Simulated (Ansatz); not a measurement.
This script drives Ansatz's Python interface.

The script, `cleave_te2mo.py`:
```python
"""Cleavage curve of Te2Mo."""

import warnings

import ansatz as az
import numpy as np

FUNCTIONAL = "pbe"
VDW = "d4"
SMEARING = "methfessel_paxton"
SMEARING_WIDTH = 0.15
MESH = (6, 6, 2)

vectors0 = np.array([
    [3.5182, 0.0, 0.0],
    [-1.7591, 3.046851, 0.0],
    [0.0, 0.0, 13.9736],
])
sites = [
    ("Te", (1 / 3, 2 / 3, 0.621)),
    ("Te", (2 / 3, 1 / 3, 0.121)),
    ("Te", (1 / 3, 2 / 3, 0.879)),
    ("Te", (2 / 3, 1 / 3, 0.379)),
    ("Mo", (1 / 3, 2 / 3, 0.25)),
    ("Mo", (2 / 3, 1 / 3, 0.75)),
]


def on_lattice(cell):
    crystal = az.Crystal(lattice=az.Lattice.of(cell))
    for symbol, position in sites:
        crystal = crystal.atom(symbol, position)
    return crystal

warnings.simplefilter("ignore", az.DeckWarning)

block = on_lattice(vectors0).supercell(1, 1, 1).resolved()
cell0 = np.array(block.lattice.vectors)
xyz = np.array([site.position for site in block.sites]) @ cell0
normal = np.cross(cell0[0], cell0[1])
area = np.linalg.norm(normal)
normal *= np.sign(normal @ cell0[2]) / area
# the atoms stay where they are; only the third vector changes
energies = []
for amount in [0, 1.0, 2.0, 3.0, 5.0]:
    cell = cell0.copy()
    cell[2] += amount * normal
    moved = az.Crystal(lattice=az.Lattice.of(cell))
    for site, fraction in zip(block.sites, xyz @ np.linalg.inv(cell)):
        moved = moved.atom(site.symbol, fraction)
    job = moved.calculation()
    job = job.functional(FUNCTIONAL, dispersion=VDW).occupations(SMEARING, width=SMEARING_WIDTH)
    job = job.kpoints(*MESH)
    energies.append(job.run(threads=1, pin="off").report["free_energy_ev"])
    print(f"gap {amount:4.2f} A: {(energies[-1] - energies[0]) / area * 16.02177:8.4f} J/m^2")
```

It is started by `python cleave_te2mo.py`. Estimate its wall time and peak memory on 1 thread of Arm Neoverse V1, on a shared host.

It took about 26 s, with a peak of 0.52 GiB, for 5 runs of the engine.

`python cleave_te2mo.py` gives:
```text
gap 0.00 A:   0.0000 J/m^2
gap 1.00 A:   0.2227 J/m^2
gap 2.00 A:   0.3814 J/m^2
gap 3.00 A:   0.4547 J/m^2
gap 5.00 A:   0.5049 J/m^2
```

What to keep in mind:
- Semilocal gaps usually lie well under measured ones.
- The structure is a deposited one; some such entries were measured under pressure or heat, so a shift against it needn't be the functional's error alone.
- Gaps and levels are Kohn-Sham values on a finite set of k-points, without spin-orbit coupling.
- The atoms are held rigidly, so these energies lie above those of relaxed faces or faults.
